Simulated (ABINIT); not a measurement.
# BN (F-43m) in ABINIT: further runs

The runs below take BN through relaxation of cell and atoms, with PBE.

Program: ABINIT 10.8.3 (patched build). These are calculated values, not measurements. Logs are shortened: lines on timing, memory, paths and dates and some standing lists are left out, and cuts for length are marked. The log counts tension as positive stress, the text compression.

## (1) Starting point

Symmetry: F-43m, No. 216, cubic system. Conventional cell: a = 3.626 Å, b = 3.626 Å, c = 3.626 Å, α = 90.00°, β = 90.00°, γ = 90.00°. N (site symmetry -43m) has 4 B at 1.57 Å as nearest neighbours. B (site symmetry -43m) is surrounded by 4 N at 1.57 Å.

The cell is a database's computed one.

## (2) Relaxation of cell and atoms, PBE

Input file run.abi:

```
pp_dirpath "./"
pseudos "N.GGA_PBE-JTH.xml, B.GGA_PBE-JTH.xml"

acell 3*1.0
rprim
     0.0000000000     3.4260753537     3.4260753537
     3.4260753537     0.0000000000     3.4260753537
     3.4260753537     3.4260753537     0.0000000000
ntypat 2
znucl 7 5
natom 2
typat 1 2
xcart
     0.9065005000     0.9065005000     0.9065005000
     0.0000000000     0.0000000000     0.0000000000 Angstrom
chkprim 0
chksymtnons 0
tolsym 1.0e-6

ecut 707.496042 eV
pawecutdg 48.0
pawxcdev 0
pawovlp -1

kptopt 1
ngkpt 13 13 13
nshiftk 1
shiftk 0.0 0.0 0.0

ixc 11

nband 8
occopt 3
tsmear 0.05 eV

nstep 100
tolvrs 1.0e-9

iomode 3
prtwf 0
prtden 0
prteig 0
prtebands 0
enunit 2

ionmov 2
ntime 60
tolmxf 5.0e-5
optcell 2
dilatmx 1.08
ecutsm 0.5
```

Potentials or basis: JTH PAW PBE v2.0.

The run is started by

```sh
> abinit run.abi > log 2>&1
```

run.abo:

```text
.Version 10.8.3 of ABINIT
 Symmetries : space group F-4 3 m (#216); Bravais cF (face-center cubic)
================================================================================
 Values of the parameters that define the memory need of the present run
     intxc =       0    ionmov =       2      iscf =      17    lmnmax =       8
     lnmax =       4     mgfft =      27  mpssoang =       2    mqgrid =    3001
     natom =       2  nloc_mem =       2    nspden =       1   nspinor =       1
    nsppol =       1      nsym =      24    n1xccc =       1    ntypat =       2
    occopt =       3   xclevel =       2
       mpw =         654          nfft =       19683          nkpt =          84
 PAW method is used; the additional fine FFT grid is defined by:
   mgfftf=        36    nfftf =     46656
================================================================================
================================================================================

--------------------------------------------------------------------------------
------------- Echo of variables that govern the present computation ------------
--------------------------------------------------------------------------------
 -outvars: echo values of preprocessed input variables --------
            acell      1.0000000000E+00  1.0000000000E+00  1.0000000000E+00 Bohr
              amu      1.40067400E+01  1.08110000E+01
          chkprim           0
      chksymtnons           0
          dilatmx      1.08000000E+00
             ecut      2.60000000E+01 Hartree
           ecutsm      5.00000000E-01 Hartree
           enunit           2
           ionmov           2
                       outvar_i_n : Printing only first  50 k-points.
              ixc          11
                       outvar_i_n : Printing only first  50 k-points.
         kptrlatt       13    0    0      0   13    0      0    0   13
          kptrlen      6.29876290E+01
            natom           2
            nband           8
            ngfft          27      27      27
          ngfftdg          36      36      36
             nkpt          84
            nstep         100
             nsym          24
            ntime          60
           ntypat           2
                       prtocc : prtvol=0, do not print more k-points.
           occopt           3
          optcell           2
        pawecutdg      4.80000000E+01 Hartree
          pawovlp     -1.0000000000E+00
         pawxcdev           0
           prtden           0
        prtebands           0
           prteig           0
            prtwf           0
            rprim      0.0000000000E+00  3.4260753537E+00  3.4260753537E+00
                       3.4260753537E+00  0.0000000000E+00  3.4260753537E+00
                       3.4260753537E+00  3.4260753537E+00  0.0000000000E+00
          spgroup         216
           tolsym      1.00000000E-06
           tolvrs      1.00000000E-09
           tsmear      1.83746611E-03 Hartree
            typat      1  2
           useylm           1
                       outvars : Printing only first  50 k-points.
           xangst      9.0650050000E-01  9.0650050000E-01  9.0650050000E-01
                       6.0774285567E-10  6.0774285567E-10  6.0774285567E-10
            xcart      1.7130376780E+00  1.7130376780E+00  1.7130376780E+00
                       1.1484675522E-09  1.1484675522E-09  1.1484675522E-09
             xred      2.5000000017E-01  2.5000000017E-01  2.5000000017E-01
                       1.6760687283E-10  1.6760687283E-10  1.6760687283E-10
            znucl        7.00000    5.00000

================================================================================

 chkinp: Checking input parameters for consistency.

================================================================================
== DATASET  1 ==================================================================

--- !DatasetInfo
iteration_state: {dtset: 1, }
dimensions: {natom: 2, nkpt: 84, mband: 8, nsppol: 1, nspinor: 1, nspden: 1, mpw: 654, }
cutoff_energies: {ecut:  26.0, pawecutdg:  48.0, }
electrons: {nelect:   8.00000000E+00, charge:   0.00000000E+00, occopt:   3.00000000E+00, tsmear:   1.83746611E-03, }
meta: {optdriver: 0, ionmov: 2, optcell: 2, iscf: 17, paral_kgb: 0, }
...

 Exchange-correlation functional for the present dataset will be:
  GGA: Perdew-Burke-Ernzerhof functional - ixc=11
  J.P.Perdew, K.Burke, M.Ernzerhof, PRL 77, 3865 (1996)

 Real(R)+Recip(G) space primitive vectors, cartesian coordinates (Bohr,Bohr^-1):
 R(1)=  0.0000000  3.4260754  3.4260754  G(1)= -0.1459396  0.1459396  0.1459396
[... 226 lines left out ...]
 Stress tensor in cartesian coordinates (strten) [Ha/bohr^3]
 -1.28242384332504E-06  0.00000000000000E+00  0.00000000000000E+00
  0.00000000000000E+00 -1.28242384332330E-06  0.00000000000000E+00
  0.00000000000000E+00  0.00000000000000E+00 -1.28242384332157E-06
 Total energy (etotal) [Ha]= -1.29786208585978E+01

 Difference of energy with previous step (new-old):
           Absolute (Ha)=-3.11888E-07
           Relative     =-2.40309E-08

--- Iteration: ( 3/60) Internal Cycle: (1/1)
--------------------------------------------------------------------------------

---SELF-CONSISTENT-FIELD CONVERGENCE--------------------------------------------
[... 72 lines left out ...]
 Real space primitive translations (rprimd) [bohr]
  0.00000000000000E+00  3.42516949654303E+00  3.42516949654303E+00
  3.42516949654303E+00  0.00000000000000E+00  3.42516949654303E+00
  3.42516949654303E+00  3.42516949654303E+00  0.00000000000000E+00
 Unitary Cell Volume (ucvol) [Bohr^3]=  8.03667116427030E+01
 Angles (23,13,12)= [degrees]
  6.00000000000000E+01  6.00000000000000E+01  6.00000000000000E+01
 Lengths [Bohr]
  4.84392115543778E+00  4.84392115543778E+00  4.84392115543778E+00
 Stress tensor in cartesian coordinates (strten) [Ha/bohr^3]
 -1.66305987574916E-08  0.00000000000000E+00  0.00000000000000E+00
  0.00000000000000E+00 -1.66305987557569E-08  0.00000000000000E+00
  0.00000000000000E+00  0.00000000000000E+00 -1.66305987540222E-08
 Total energy (etotal) [Ha]= -1.29786208639985E+01

 Difference of energy with previous step (new-old):
           Absolute (Ha)=-5.40073E-09
           Relative     =-4.16125E-10

 At Broyd/MD step   3, gradients are converged :
  max grad (force/stress) = 1.6631E-06 < tolmxf= 5.0000E-05 ha/bohr (free atoms)

================================================================================

 ----iterations are completed or convergence reached----

 Mean square residual over all n,k,spin=   41.062E-15; max=  27.564E-14
 reduced coordinates (array xred) for    2 atoms
       0.250000000168      0.250000000168      0.250000000168
       0.000000000168      0.000000000168      0.000000000168
 rms dE/dt=  0.0000E+00; max dE/dt=  0.0000E+00; dE/dt below (all hartree)
    1       0.000000000000      0.000000000000      0.000000000000
    2       0.000000000000      0.000000000000      0.000000000000

 cartesian coordinates (angstrom) at end:
    1      0.90626082051810     0.90626082051810     0.90626082051810
    2      0.00000000060758     0.00000000060758     0.00000000060758

 cartesian forces (hartree/bohr) at end:
    1     -0.00000000000000    -0.00000000000000    -0.00000000000000
    2     -0.00000000000000    -0.00000000000000    -0.00000000000000
 frms,max,avg= 0.0000000E+00 0.0000000E+00   0.000E+00  0.000E+00  0.000E+00 h/b

 cartesian forces (eV/Angstrom) at end:
    1     -0.00000000000000    -0.00000000000000    -0.00000000000000
    2     -0.00000000000000    -0.00000000000000    -0.00000000000000
 frms,max,avg= 0.0000000E+00 0.0000000E+00   0.000E+00  0.000E+00  0.000E+00 e/A
 length scales=  4.843921155438  4.843921155438  4.843921155438 bohr
              =  2.563292685130  2.563292685130  2.563292685130 angstroms
 Fermi (or HOMO) energy (hartree) =   0.36247   Average Vxc (hartree)=  -0.46932
 Eigenvalues (hartree) for nkpt=  84  k points:
 kpt#   1, nband=  8, wtk=  0.00046, kpt=  0.0000  0.0000  0.0000 (reduced coord)
  -0.42557    0.31487    0.31487    0.31487    0.63688    0.63688    0.63688    0.68955
      occupation numbers for kpt#   1
   2.00000    2.00000    2.00000    2.00000    0.00000    0.00000    0.00000    0.00000
 prteigrs : prtvol=0 or 1, do not print more k-points.

 Fermi (or HOMO) energy (eV) =   9.86340   Average Vxc (eV)= -12.77080
 Eigenvalues (   eV  ) for nkpt=  84  k points:
 kpt#   1, nband=  8, wtk=  0.00046, kpt=  0.0000  0.0000  0.0000 (reduced coord)
 -11.58046    8.56799    8.56799    8.56799   17.33028   17.33028   17.33028   18.76364
 prteigrs : prtvol=0 or 1, do not print more k-points.

--- !EnergyTerms
iteration_state     : {dtset: 1, itime: 3, icycle: 1, }
comment             : Components of total free energy in Hartree
kinetic             :  7.93035238539433E+00
hartree             :  1.81798385900886E+00
xc                  : -3.90833526688119E+00
Ewald energy        : -1.31339040157227E+01
psp_core            :  7.25519431660424E-01
local_psp           : -7.79455028053240E+00
PAW spherical_terms :  1.38431262822265E+00
internal            : -1.29786212588501E+01
'-kT*entropy'       : -3.55369368332799E-16
total_energy        : -1.29786212588501E+01
total_energy_eV     : -3.53166276014869E+02
...

--- !EnergyTermsDC
iteration_state     : {dtset: 1, itime: 3, icycle: 1, }
comment             : '"Double-counting" decomposition of free energy'
band_energy         :  2.13801938088141E-01
Ewald energy        : -1.31339040157227E+01
psp_core            :  7.25519431660424E-01
xc_dc               : -1.02096022630339E+00
PAW spherical_terms :  2.36922008279047E-01
internal            : -1.29786208639985E+01
'-kT*entropy'       : -3.55369368332799E-16
total_energy_dc     : -1.29786208639985E+01
total_energy_dc_eV  : -3.53166265270411E+02
...

--- !EnergyTermsWithPAWCore
iteration_state     : {dtset: 1, itime: 3, icycle: 1, }
comment             : 'Components of total free energy, including PAW core contributions'
Total energy        : -7.96973751785005E+01
Total energy DC     : -7.96973747836490E+01
Total energy (eV)   : -2.16867605877304E+03
Total energy DC (eV): -2.16867604802858E+03
...

 Cartesian components of stress tensor (hartree/bohr^3)
  sigma(1 1)= -1.66305988E-08  sigma(3 2)=  0.00000000E+00
  sigma(2 2)= -1.66305988E-08  sigma(3 1)=  0.00000000E+00
  sigma(3 3)= -1.66305988E-08  sigma(2 1)=  0.00000000E+00

-Cartesian components of stress tensor (GPa)         [Pressure=  4.8929E-04 GPa]
- sigma(1 1)= -4.89289108E-04  sigma(3 2)=  0.00000000E+00
- sigma(2 2)= -4.89289108E-04  sigma(3 1)=  0.00000000E+00
- sigma(3 3)= -4.89289108E-04  sigma(2 1)=  0.00000000E+00

== END DATASET(S) ==============================================================
================================================================================

 -outvars: echo values of variables after computation  --------
            acell      4.8439211554E+00  4.8439211554E+00  4.8439211554E+00 Bohr
           etotal     -1.2978620864E+01
            fcart     -0.0000000000E+00 -0.0000000000E+00 -0.0000000000E+00
                      -0.0000000000E+00 -0.0000000000E+00 -0.0000000000E+00
            rprim      0.0000000000E+00  7.0710678119E-01  7.0710678119E-01
                       7.0710678119E-01  0.0000000000E+00  7.0710678119E-01
                       7.0710678119E-01  7.0710678119E-01  0.0000000000E+00
           strten     -1.6630598757E-08 -1.6630598756E-08 -1.6630598754E-08
                       0.0000000000E+00  0.0000000000E+00  0.0000000000E+00
           xangst      9.0626082052E-01  9.0626082052E-01  9.0626082052E-01
                       6.0758216796E-10  6.0758216796E-10  6.0758216796E-10
             xred      2.5000000017E-01  2.5000000017E-01  2.5000000017E-01
                       1.6760687283E-10  1.6760687283E-10  1.6760687283E-10
 Calculation completed.
```

Run time: 31 s. Hardware: 1 thread of Arm Neoverse V1, shared host; peak memory 0.11 GiB.

What came out:

- Free energy: -353.1663 eV
- Relaxed volume: 5.95 Å³/atom
- Relaxed cell: a = 2.563 Å, b = 2.563 Å, c = 2.563 Å, α = 60.00°, β = 60.00°, γ = 60.00°
- Space group after relaxing (to 0.05 Å): F-43m (No. 216)
- Energy gained by relaxing: 0.0 meV/atom
- Ionic steps: 3
- Pressure after relaxing: 0.0 GPa
- Band gap on the k mesh: 4.52 eV, indirect (least direct gap 8.76 eV)
- Valence electrons inside the program's atomic spheres: N 2.67; B 2.06

Final structure:
```
N B
1.0
     0.00000    1.81252    1.81252
     1.81252    0.00000    1.81252
     1.81252    1.81252    0.00000
N B
1 1
Direct
  0.25000 0.25000 0.25000
  0.00000 0.00000 0.00000
```

Caveat: an odd mesh through Γ misses points on the zone boundary, where band edges often lie. Expect the measured gap to be larger: semilocal functionals such as PBE lack the derivative discontinuity.

## (3) Relaxation of cell and atoms, PBE, target pressure 5 GPa, at which the enthalpy is minimised

run.abi: that of step 2 with these lines changed.

```diff
@@ -51 +51,2 @@
 ecutsm 0.5
+strtarget 3*-1.699465e-04 3*0.0
```

Potentials or basis: JTH PAW PBE v2.0.

The run is started by

```sh
> abinit run.abi > log 2>&1
```

Run time: 42 s. Hardware: 1 thread of Arm Neoverse V1, shared host; peak memory 0.11 GiB.

Results (log left out):

```yaml
Free_energy: -353.1639 eV
Relaxed_volume: 5.88 Å³/atom
Relaxed_cell: a = 2.552 Å, b = 2.552 Å, c = 2.552 Å, α = 60.00°, β = 60.00°, γ = 60.00°
Space_group_after_relaxing_to_0.05_Å: F-43m (No. 216)
Energy_change_on_relaxing_the_enthalpy_is_what_falls: +1.2 meV/atom
Ionic_steps: 4
Pressure_after_relaxing: 5.0 GPa
Band_gap_on_the_k_mesh: 4.53 eV, indirect (least direct gap 8.82 eV)
Valence_electrons_inside_the_program's_atomic_spheres: N 2.65; B 2.09
```

Step by step:
```
step  energy change (eV)  largest force (eV/Å)  pressure (GPa)  volume (Å³)
   1              0.0000                0.0000           -0.29        11.92
   2              0.0032                0.0000            5.91        11.73
   3              0.0024                0.0000            4.99        11.75
   4              0.0024                0.0000            5.00        11.75
```

Final structure:
```xyz
2
Lattice="0.0000 1.8046 1.8046 1.8046 0.0000 1.8046 1.8046 1.8046 0.0000" Properties=species:S:1:pos:R:3 pbc="T T T"
N     0.9023    0.9023    0.9023
B     0.0000    0.0000    0.0000
```

Levels at points of the mesh, in eV from the valence-band top:
```
           k point  band 2  band 3  band 4  band 5  band 6  band 7
(0.00, 0.00, 0.00)    0.00    0.00    0.00    8.82    8.82    8.82
```

Caveat: an odd mesh through Γ misses points on the zone boundary, where band edges often lie.

## (4) Relaxation of cell and atoms, PBE, target pressure 10 GPa, at which the enthalpy is minimised

run.abi: that of step 3 with these lines changed.

```diff
@@ -51,2 +51,2 @@
 ecutsm 0.5
-strtarget 3*-1.699465e-04 3*0.0
+strtarget 3*-3.398931e-04 3*0.0
```

Potentials or basis: JTH PAW PBE v2.0.

The run is started by

```sh
> abinit run.abi > log 2>&1
```

run.abo:

```text
.Version 10.8.3 of ABINIT
 Symmetries : space group F-4 3 m (#216); Bravais cF (face-center cubic)
================================================================================
 Values of the parameters that define the memory need of the present run
     intxc =       0    ionmov =       2      iscf =      17    lmnmax =       8
     lnmax =       4     mgfft =      27  mpssoang =       2    mqgrid =    3001
     natom =       2  nloc_mem =       2    nspden =       1   nspinor =       1
    nsppol =       1      nsym =      24    n1xccc =       1    ntypat =       2
    occopt =       3   xclevel =       2
       mpw =         654          nfft =       19683          nkpt =          84
 PAW method is used; the additional fine FFT grid is defined by:
   mgfftf=        36    nfftf =     46656
================================================================================
================================================================================

--------------------------------------------------------------------------------
[... 597 lines left out ...]
- sigma(1 1)= -9.99934326E+00  sigma(3 2)=  0.00000000E+00
- sigma(2 2)= -9.99934326E+00  sigma(3 1)=  0.00000000E+00
- sigma(3 3)= -9.99934326E+00  sigma(2 1)=  0.00000000E+00

== END DATASET(S) ==============================================================
================================================================================

 -outvars: echo values of variables after computation  --------
            acell      4.8027054371E+00  4.8027054371E+00  4.8027054371E+00 Bohr
           etotal     -1.2978287020E+01
            fcart      1.9202594301E-29  1.9202594301E-29 -5.7607782902E-29
                      -1.9202594301E-29 -1.9202594301E-29  5.7607782902E-29
            rprim      0.0000000000E+00  7.0710678119E-01  7.0710678119E-01
                       7.0710678119E-01  0.0000000000E+00  7.0710678119E-01
                       7.0710678119E-01  7.0710678119E-01  0.0000000000E+00
           strten     -3.3987076933E-04 -3.3987076933E-04 -3.3987076933E-04
                       0.0000000000E+00  0.0000000000E+00  0.0000000000E+00
           xangst      8.9854967298E-01  8.9854967298E-01  8.9854967298E-01
                       6.0241240266E-10  6.0241240266E-10  6.0241240266E-10
             xred      2.5000000017E-01  2.5000000017E-01  2.5000000017E-01
                       1.6760687283E-10  1.6760687283E-10  1.6760687283E-10
 Calculation completed.
```

Run time: 45 s. Hardware: 1 thread of Arm Neoverse V1, shared host; peak memory 0.11 GiB.

What came out:

| Property | Result |
| --- | --- |
| Free energy | -353.1572 eV |
| Relaxed volume | 5.80 Å³/atom |
| Relaxed cell | a = 2.541 Å, b = 2.541 Å, c = 2.541 Å, α = 60.00°, β = 60.00°, γ = 60.00° |
| Space group after relaxing (to 0.05 Å) | F-43m (No. 216) |
| Energy change on relaxing (the enthalpy is what falls) | +4.5 meV/atom |
| Ionic steps | 4 |
| Pressure after relaxing | 10.0 GPa |
| Band gap on the k mesh | 4.55 eV, indirect (least direct gap 8.88 eV) |
| Valence electrons inside the program's atomic spheres | N 2.68; B 2.14 |

The path:
```tsv
step	energy change (eV)	largest force (eV/Å)	pressure (GPa)	volume (Å³)
1	0.0000	0.0000	-0.29	11.92
2	0.0133	0.0000	12.16	11.55
3	0.0090	0.0000	9.94	11.61
4	0.0091	0.0000	10.00	11.61
```

Final structure:
```
N B
1.0
     0.00000    1.79710    1.79710
     1.79710    0.00000    1.79710
     1.79710    1.79710    0.00000
N B
1 1
Direct
  0.25000 0.25000 0.25000
  0.00000 0.00000 0.00000
```

Caveat: an odd mesh through Γ misses points on the zone boundary, where band edges often lie.

(Part 1 of 2 ends here.)
